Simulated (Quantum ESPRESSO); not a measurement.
PtS2:

```xyz
3
Lattice="3.5432 0.0000 0.0000 -1.7716 3.0685 0.0000 0.0000 0.0000 5.0388" Properties=species:S:1:pos:R:3 pbc="T T T"
Pt    0.0000    0.0000    0.0000
S     1.7716    1.0228    3.8950
S     0.0000    2.0457    1.1438
```

Base run:

* Program: Quantum ESPRESSO 7.5
* Functional: PBEsol
* Potentials or basis: GBRV 1.5 PBEsol
* Cutoff: 612 eV
* Density cutoff: 4898 eV
* k mesh: 9 × 9 × 5
* Occupations: fermi-dirac, width 0.05 eV
* Spin: no spin polarisation

Its results: band gap on the k mesh 0.95 eV, indirect (least direct gap 0.99 eV); pressure 6.0 GPa; largest force 0.940 eV/Å.

The run is repeated on the same cell with these changes: functional from PBEsol to LDA; potentials or basis from GBRV 1.5 PBEsol to GBRV 1.5 LDA. What comes out?

Band gap on the k mesh 0.90 eV, indirect (least direct gap 0.95 eV); pressure 3.4 GPa; largest force 0.810 eV/Å.

Caveats: spin-orbit coupling is left out, which moves the levels of the heavy elements.
